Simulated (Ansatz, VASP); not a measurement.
# Cross-check of GaSb between VASP and Ansatz, part 2 of 2

Aim: how closely do two programs agree when they are given the same cell, functional and k mesh? The cell is taken from a series of VASP runs on this material, whose earlier steps may have relaxed, scaled or displaced it; both programs get it as it stands.

VASP 6.6.1 and Ansatz 0.2.0.

So far. Step 2 (VASP: band structure, PBE): The run ends at a pressure of 2.31 GPa.

## Step 6: VASP: band structure, r2SCAN

Level of this step: r2SCAN; plane waves and PAW (Sb, Ga_d) (VASP).

The same cell, functional, mesh and smearing now go to VASP, with its own data sets and cutoff.

The input, INCAR:

```
SYSTEM = GaSb
PREC = Accurate
ENCUT = 350
EDIFF = 1E-06
NELM = 100
ISMEAR = 0
SIGMA = 0.03
LREAL = .FALSE.
ALGO = Normal
METAGGA = R2SCAN
LASPH = .TRUE.
NBANDS = 21
LORBIT = 11
LWAVE = .FALSE.
LCHARG = .FALSE.
KPAR = 4
```

The input, POSCAR:

```
GaSb
1.0
    0.0000000000      3.0590000000      3.0590000000
    3.0590000000      0.0000000000      3.0590000000
    3.0590000000      3.0590000000      0.0000000000
Sb Ga
1 1
Direct
    0.7500000000      0.7500000000      0.7500000000
    0.0000000000      0.0000000000      0.0000000000
```

The input, KPOINTS:

```
Automatic mesh
0
Gamma
6 6 6
0 0 0
```

The input, KPOINTS_OPT:

```
Line mode
10
Line-mode
Reciprocal
  0.00000000   0.00000000   0.00000000 GAMMA
  0.50000000   0.00000000   0.50000000 X

  0.50000000   0.00000000   0.50000000 X
  0.50000000   0.25000000   0.75000000 W

  0.50000000   0.25000000   0.75000000 W
  0.37500000   0.37500000   0.75000000 K

  0.37500000   0.37500000   0.75000000 K
  0.00000000   0.00000000   0.00000000 GAMMA

  0.00000000   0.00000000   0.00000000 GAMMA
  0.50000000   0.50000000   0.50000000 L

  0.50000000   0.50000000   0.50000000 L
  0.62500000   0.25000000   0.62500000 U

  0.62500000   0.25000000   0.62500000 U
  0.50000000   0.25000000   0.75000000 W

  0.50000000   0.25000000   0.75000000 W
  0.50000000   0.50000000   0.50000000 L

  0.50000000   0.50000000   0.50000000 L
  0.37500000   0.37500000   0.75000000 K

  0.62500000   0.25000000   0.62500000 U
  0.50000000   0.00000000   0.50000000 X
```

PAW data sets: Sb and Ga_d (PBE family, release 64).

Started as:

```console
$ mpirun -np 4 vasp_std
```

Numbers of over 12 decimals in the logs are rounded to 6 here.

What it wrote:

```text
[banner, memory and clock lines left out]
running    4 mpi-ranks, on    1 nodes
[...]
|                                                                             |
|               ----> ADVICE to this user running VASP <----                  |
|                                                                             |
|     You enforced a specific xc type in the INCAR file but a different       |
|     [... a line on the potential file left out ...]
|     I HOPE YOU KNOW WHAT YOU ARE DOING!                                     |
|                                                                             |

 LDA part: xc-table for (None), standard interpolation
 POSCAR, INCAR and KPOINTS ok, starting setup
[...]
entering main loop
       N       E                     dE             d eps       ncg     rms          rms(c)
DAV:   1     0.598747203299E+02    0.59875E+02   -0.68715E+03   692   0.883E+02
DAV:   2    -0.297443290259E+02   -0.89619E+02   -0.84653E+02   724   0.253E+02
[...]
DAV:  13    -0.375758473004E+02    0.21441E-05   -0.40812E-06   781   0.265E-02    0.108E-03
DAV:  14    -0.375758475330E+02   -0.23257E-06   -0.33442E-07   446   0.398E-03
   1 F= -.37575848E+02 E0= -.37575848E+02  d E =-.724600E-17
 Start KPOINTS_OPT (optional k-point list driver)
k-point batch [1-16\100]
       N       E                     dE             ncg
DAV:   1    -0.111361315414E+03   -0.55239E+04      718
DAV:   2    -0.159163361976E+04   -0.14803E+04      716
DAV:   3    -0.174278408361E+04   -0.15115E+03      807
DAV:   4    -0.174586318676E+04   -0.30791E+01      808
DAV:   5    -0.174591697299E+04   -0.53786E-01      833
DAV:   6    -0.174591924746E+04   -0.22745E-02      963
DAV:   7    -0.174591926931E+04   -0.21848E-04      861
DAV:   8    -0.174591926978E+04   -0.47230E-06      627
[...]
k-point batch [97-100\100]
       N       E                     dE             ncg
DAV:   1     0.570934015205E+04   -0.20079E+04      178
DAV:   2     0.532852870923E+04   -0.38081E+03      189
DAV:   3     0.528821943706E+04   -0.40309E+02      209
DAV:   4     0.528741847107E+04   -0.80097E+00      208
DAV:   5     0.528740484192E+04   -0.13629E-01      193
DAV:   6     0.528740410075E+04   -0.74117E-03      259
DAV:   7     0.528740409698E+04   -0.37689E-05      186
DAV:   8     0.528740409696E+04   -0.23390E-07      174
```

From OUTCAR (step 6):

```text
  Total        0.1193094      0.1193094      0.1193094      0.0000000      0.0000000     -0.0000000
  in kB        3.3390019      3.3390019      3.3390019      0.0000000      0.0000000     -0.0000000
  external PRESSURE =       3.3390019 kB  Pullay stress =       0.0000000 kB

 POSITION                                       TOTAL-FORCE (eV/Angst)
 -----------------------------------------------------------------------------------
      4.58850      4.58850      4.58850         0.000000      0.000000      0.000000
      0.00000      0.00000      0.00000        -0.000000     -0.000000     -0.000000
 -----------------------------------------------------------------------------------
    total drift:                                0.000021      0.000021      0.000020

  FREE ENERGIE OF THE ION-ELECTRON SYSTEM (eV)
  ---------------------------------------------------
  free  energy   TOTEN  =       -37.5758475330 eV

  energy  without entropy=      -37.5758475330  energy(sigma->0) =      -37.57584753

[... 2 parts as in an earlier step ...]

[... 1 further part left out ...]
[key lines of the parts left out:]
E-fermi :   4.8586
```

The run ends at a pressure of 0.33 GPa.

## Step 7: Side by side

What differs besides the data sets and the points named for the pairs above, as far as they apply: VASP keeps PBE cores, Ansatz makes them for the functional; the cutoff is 500 eV in Ansatz and 350 eV in VASP. Total energies have different zeros and are not compared.

The two programs side by side:

```tsv
quantity	Ansatz	VASP	difference
pressure (GPa)	0.36	0.33	+0.02
gap over the path points (eV)	0.465	0.449	+0.016
```

Levels at points of the path, from each program's valence-band top (eV; 3 filled, then empty):

```tsv
k (reciprocal lattice)	Ansatz	VASP
0.000 0.000 0.000	0.00 0.00 0.00 0.47 2.99 2.99	0.00 0.00 0.00 0.45 2.98 2.98
0.167 0.000 0.167	-2.70 -1.07 -1.07 1.88 3.04 4.58	-2.71 -1.07 -1.07 1.87 3.03 4.56
0.333 0.000 0.333	-5.40 -2.26 -2.26 1.18 2.40 7.25	-5.41 -2.26 -2.26 1.16 2.39 7.22
0.500 0.000 0.500	-7.03 -2.69 -2.69 1.13 1.49 9.31	-7.05 -2.70 -2.70 1.12 1.48 9.26
0.500 0.083 0.583	-7.00 -2.92 -2.85 1.63 1.95 8.34	-7.02 -2.93 -2.86 1.62 1.94 8.28
0.500 0.194 0.694	-6.91 -3.40 -3.19 3.32 3.62 5.92	-6.93 -3.40 -3.20 3.31 3.60 5.88
0.500 0.250 0.750	-6.89 -3.47 -3.25 4.03 4.63 4.83	-6.91 -3.48 -3.25 4.01 4.62 4.81
0.458 0.292 0.750	-6.87 -3.59 -2.98 3.14 4.35 5.60	-6.89 -3.59 -2.99 3.13 4.33 5.58
0.403 0.347 0.750	-6.84 -3.73 -2.41 1.85 4.23 6.83	-6.86 -3.73 -2.41 1.84 4.21 6.79
0.375 0.375 0.750	-6.84 -3.74 -2.29 1.65 4.21 7.12	-6.86 -3.75 -2.30 1.64 4.20 7.09
```

Among the levels compared at these points, filled levels agree within 25 meV and empty ones within 54 meV. Ansatz's pressure holds a Pulay correction of 0.03 GPa; VASP's holds none.

## Step 8: VASP: band structure, r2SCAN, spin-orbit coupling

The same path points are solved in both programs, so levels can be compared one by one.

INCAR: that of step 6 with these lines changed.

```diff
@@ -11,3 +11,7 @@
 LASPH = .TRUE.
-NBANDS = 21
+LNONCOLLINEAR = .TRUE.
+MAGMOM = 0 0 0 0 0 0
+NBANDS = 30
+GGA_COMPAT = .FALSE.
+LSORBIT = .TRUE.
 LORBIT = 11
```

POSCAR is that of step 6.

KPOINTS is that of step 6.

KPOINTS_OPT is that of step 6.

Started as:

```console
$ mpirun -np 4 vasp_ncl
```

What it wrote:

```text
[banner, memory and clock lines left out]
running    4 mpi-ranks, on    1 nodes
[...]
[... a notice as in an earlier step ...]

 LDA part: xc-table for (None), standard interpolation
 POSCAR, INCAR and KPOINTS ok, starting setup
[...]
entering main loop
       N       E                     dE             d eps       ncg     rms          rms(c)
DAV:   1     0.727641118500E+02    0.72764E+02   -0.68422E+03  1358   0.124E+03
DAV:   2    -0.269596500317E+02   -0.99724E+02   -0.96008E+02  1410   0.330E+02
DAV:   3    -0.391201520872E+02   -0.12161E+02   -0.12048E+02  1590   0.964E+01
DAV:   4    -0.394646640714E+02   -0.34451E+00   -0.34391E+00  1582   0.183E+01
[...]
DAV:  12    -0.376384426194E+02    0.11450E-04   -0.83714E-05  1770   0.135E-01    0.930E-03
DAV:  13    -0.376384392433E+02    0.33762E-05   -0.61847E-06  1470   0.263E-02    0.465E-03
DAV:  14    -0.376384394096E+02   -0.16638E-06   -0.22089E-07   966   0.498E-03
   1 F= -.37638439E+02 E0= -.37638439E+02  d E =-.915514E-10  mag=     0.0000     0.0000    -0.0000
 Start KPOINTS_OPT (optional k-point list driver)
k-point batch [1-22\100]
       N       E                     dE             ncg
DAV:   1     0.932184538935E+02   -0.78977E+04     1370
DAV:   2    -0.215788144976E+04   -0.22511E+04     1442
DAV:   3    -0.243465340870E+04   -0.27677E+03     1604
DAV:   4    -0.244247650584E+04   -0.78231E+01     1602
DAV:   5    -0.244266668750E+04   -0.19018E+00     1706
DAV:   6    -0.244267579750E+04   -0.91100E-02     1900
DAV:   7    -0.244267585769E+04   -0.60185E-04     1740
DAV:   8    -0.244267585848E+04   -0.79452E-06     1272
[...]
k-point batch [89-100\100]
       N       E                     dE             ncg
DAV:   1     0.398828556240E+04   -0.58535E+04      782
DAV:   2     0.278637152319E+04   -0.12019E+04      752
DAV:   3     0.264647020934E+04   -0.13990E+03      938
DAV:   4     0.264305752001E+04   -0.34127E+01      830
DAV:   5     0.264297196171E+04   -0.85558E-01      926
DAV:   6     0.264296769605E+04   -0.42657E-02     1042
DAV:   7     0.264296767542E+04   -0.20623E-04      994
DAV:   8     0.264296767517E+04   -0.25380E-06      662
```

OUTCAR, selected parts (step 8):

```text
  Total        0.1119474      0.1119474      0.1119474      0.0000000      0.0000000      0.0000000
  in kB        3.1329687      3.1329687      3.1329687      0.0000000      0.0000000      0.0000000
  external PRESSURE =       3.1329687 kB  Pullay stress =       0.0000000 kB

 POSITION                                       TOTAL-FORCE (eV/Angst)
 -----------------------------------------------------------------------------------
      4.58850      4.58850      4.58850        -0.000000     -0.000000     -0.000000
      0.00000      0.00000      0.00000         0.000000      0.000000      0.000000
 -----------------------------------------------------------------------------------
    total drift:                                0.000003      0.000003      0.000003

  FREE ENERGIE OF THE ION-ELECTRON SYSTEM (eV)
  ---------------------------------------------------
  free  energy   TOTEN  =       -37.6384394096 eV

  energy  without entropy=      -37.6384394095  energy(sigma->0) =      -37.63843941

 magnetization (x)
# of ion       s       p       d       tot
------------------------------------------
    1       -0.000  -0.000   0.000  -0.000
    2        0.000  -0.000   0.000  -0.000
--------------------------------------------------
tot         -0.000  -0.000   0.000  -0.000

 magnetization (y)
# of ion       s       p       d       tot
------------------------------------------
    1       -0.000  -0.000   0.000  -0.000
    2        0.000  -0.000  -0.000  -0.000
--------------------------------------------------
tot         -0.000  -0.000   0.000  -0.000

 magnetization (z)
# of ion       s       p       d       tot
------------------------------------------
    1       -0.000   0.000   0.000   0.000
    2        0.000   0.000  -0.000   0.000
--------------------------------------------------
tot         -0.000   0.000   0.000   0.000

[... 1 part as in an earlier step ...]

[... 2 further parts left out ...]
[key lines of the parts left out:]
E-fermi :   5.0296
```

The run ends at a pressure of 0.31 GPa.

## Step 9: Ansatz: band structure, r2SCAN, spin-orbit coupling

The same cell, functional, mesh and smearing now go to Ansatz, which takes its cutoff from its data sets.

The cell is taken from a series of VASP runs on this material, whose earlier steps may have relaxed, scaled or displaced it; both programs get it as it stands.

The input, input.yaml:

```yaml
crystal:
  lattice:
    - [0.0, 3.059, 3.059]
    - [3.059, 0.0, 3.059]
    - [3.059, 3.059, 0.0]
  atoms:
    - { symbol: Sb, position: [0.75, 0.75, 0.75] }
    - { symbol: Ga, position: [0.0, 0.0, 0.0] }
hamiltonian:
  xc: r2scan
  pseudopotentials: { kind: paw_fr }
magnetization:
  noncollinear: true
  spin_orbit: true
kpoints:
  mp_grid: { grid: [6, 6, 6] }
  band_path:
    path:
      - [0.0, 0.0, 0.0]
      - [0.16667, 0.0, 0.16667]
      - [0.33333, 0.0, 0.33333]
      - [0.5, 0.0, 0.5]
      - [0.5, 0.08333, 0.58333]
      - [0.5, 0.19444, 0.69444]
      - [0.5, 0.25, 0.75]
      - [0.45833, 0.29167, 0.75]
      - [0.40278, 0.34722, 0.75]
      - [0.375, 0.375, 0.75]
      - [0.20833, 0.20833, 0.41667]
      - [0.08333, 0.08333, 0.16667]
      - [0.0, 0.0, 0.0]
      - [0.22222, 0.22222, 0.22222]
      - [0.38889, 0.38889, 0.38889]
      - [0.51389, 0.47222, 0.51389]
      - [0.55556, 0.38889, 0.55556]
      - [0.61111, 0.27778, 0.61111]
      - [0.61111, 0.25, 0.63889]
      - [0.56944, 0.25, 0.68056]
      - [0.51389, 0.25, 0.73611]
      - [0.5, 0.27778, 0.72222]
      - [0.5, 0.38889, 0.61111]
      - [0.5, 0.47222, 0.52778]
      - [0.48611, 0.48611, 0.52778]
      - [0.43056, 0.43056, 0.63889]
      - [0.38889, 0.38889, 0.72222]
      - [0.59722, 0.19444, 0.59722]
      - [0.55556, 0.11111, 0.55556]
      - [0.5, 0.0, 0.5]
    npoints: 1
scf:
  occupations: { method: gaussian, width: 0.03 }
  n_extra_bands: 14
output:
  forces: true
  stress: true
  eigenvalues: true
```

Started as:

```console
$ ansatz run input.yaml --threads 2 --pin off --max-ram 4608MiB --backend cpu --events-out ev --progress --plain --runs-dir out
```

What it wrote:

```text
[...]
non-collinear run that drives no moment, with spin-orbit: no starting moment large enough to seed its density (crystal.atoms[].spin), no starting occupations that ask for one, no magnetisation constraint and no magnetic field, so the semilocal B_xc is pinned to zero
Crystal: 2 atoms, lattice volume = 57.249 Å³
[...]
k-point 1: bands = [... 24 lower, 6.8798, 6.8798, 7.3076, 7.3081, 8.8445, 8.8445, 11.0007, 11.0007, ... 10 higher]
  k-point 2: bands = [... 24 lower, 6.3169, 6.3169, 6.7242, 6.7243, 8.4169, 8.4169, 11.4936, 11.4936, ... 10 higher]
  k-point 15: bands = [... 24 lower, 4.0267, 4.3159, 4.4247, 4.4378, 10.2472, 10.4576, 10.6398, 10.6616, ... 10 higher]
[key lines of the parts left out:]
SCF converged after 7 iterations
Magnetization: |M| = 0.0000 μB,  M = (+0.0000, +0.0000, +0.0000) μB
Free energy (F): -10276.567001 eV
Fermi energy:    7.872635 eV
P = ⅓ Tr σ = 0.3655 GPa (3.655 kbar)
```

Run time: 22 s. Hardware: 2 threads of Arm Neoverse V1, shared host; peak memory 0.69 GiB.

## Step 10: Differences

What differs besides the data sets and the points named for the pairs above, as far as they apply: spin-orbit coupling enters by fully relativistic files in Ansatz and inside the spheres in VASP; the data sets hold 28 valence electrons in Ansatz (fully relativistic PAW (standard-fr) files) and 18 in VASP. Total energies have different zeros and are not compared.

Both answers:

```tsv
quantity	Ansatz	VASP	difference
pressure (GPa)	0.37	0.31	+0.05
gap over the path points (eV)	0.251	0.230	+0.021
```

Levels at points of the path, from each program's valence-band top (eV; 6 filled, then empty):

```tsv
k (reciprocal lattice)	Ansatz	VASP
0.000 0.000 0.000	-0.70 -0.70 0.00 0.00 0.00 0.00 0.25 0.25 2.63 2.63 2.84 2.84	-0.69 -0.69 0.00 0.00 0.00 0.00 0.23 0.23 2.62 2.62 2.82 2.82
0.167 0.000 0.167	-2.95 -2.95 -1.46 -1.46 -1.14 -1.14 1.66 1.66 2.82 2.82 4.32 4.32	-2.96 -2.96 -1.45 -1.45 -1.14 -1.14 1.65 1.65 2.80 2.80 4.30 4.30
0.333 0.000 0.333	-5.63 -5.63 -2.62 -2.62 -2.36 -2.36 0.96 0.96 2.18 2.18 6.91 6.91	-5.64 -5.64 -2.62 -2.62 -2.36 -2.36 0.94 0.94 2.17 2.17 6.88 6.88
0.500 0.000 0.500	-7.26 -7.26 -3.05 -3.05 -2.80 -2.80 0.91 0.91 1.27 1.27 8.93 8.93	-7.28 -7.28 -3.05 -3.05 -2.80 -2.80 0.90 0.90 1.25 1.25 8.90 8.90
0.500 0.083 0.583	-7.25 -7.20 -3.32 -3.15 -3.00 -2.99 1.35 1.47 1.72 1.74 7.92 8.19	-7.27 -7.22 -3.32 -3.15 -3.01 -3.00 1.33 1.46 1.71 1.73 7.88 8.16
0.500 0.194 0.694	-7.19 -7.08 -3.81 -3.50 -3.39 -3.38 2.96 3.20 3.39 3.41 5.60 5.73	-7.21 -7.11 -3.81 -3.51 -3.40 -3.39 2.95 3.19 3.38 3.40 5.57 5.71
0.500 0.250 0.750	-7.17 -7.06 -3.90 -3.57 -3.45 -3.44 3.59 3.96 4.40 4.44 4.56 4.65	-7.20 -7.08 -3.89 -3.58 -3.46 -3.45 3.59 3.94 4.39 4.43 4.54 4.63
0.458 0.292 0.750	-7.15 -7.04 -3.96 -3.71 -3.24 -3.15 2.83 2.99 4.05 4.19 5.34 5.41	-7.17 -7.06 -3.96 -3.72 -3.25 -3.16 2.82 2.97 4.04 4.17 5.31 5.39
0.403 0.347 0.750	-7.12 -7.02 -4.07 -3.86 -2.66 -2.60 1.60 1.66 3.93 4.06 6.48 6.67	-7.14 -7.04 -4.07 -3.87 -2.66 -2.60 1.59 1.65 3.92 4.05 6.44 6.64
0.375 0.375 0.750	-7.11 -7.01 -4.08 -3.88 -2.52 -2.50 1.42 1.44 3.92 4.05 6.77 6.95	-7.14 -7.04 -4.09 -3.89 -2.53 -2.51 1.40 1.43 3.91 4.03 6.74 6.92
```

Among the levels compared at these points, filled levels agree within 26 meV and empty ones within 41 meV. Ansatz's pressure holds a Pulay correction of 0.03 GPa; VASP's holds none.

## Step 11: Summary of results

```json
{"difference in gap over the path points (band structure, PBE)": "8.0e-4 eV", "difference in gap over the path points (band structure, r2SCAN)": "0.016 eV", "difference in gap over the path points (band structure, r2SCAN, spin-orbit coupling)": "0.021 eV"}
```

The difference in gap over the path points is 0.021 eV (band structure, r2SCAN, spin-orbit coupling), within the 0.08 eV picked in this series as the mark of a large difference. 2 further runs of this series are not shown here. How closely two codes agree says nothing of how well the functional describes the real material.

[Lines on the potential files, build, host, timing and source positions are cut from VASP's logs without a mark.]

[Logs are printed without paths, hosts, clocks, repeated set-up lines and the standing remarks that a program may print on its own settings, such as how far it seeks lower states.]

[Hosts, paths, dates, database ids (printed as entryN), source tags and the programs' standing remarks are cut or masked in the printed files.]
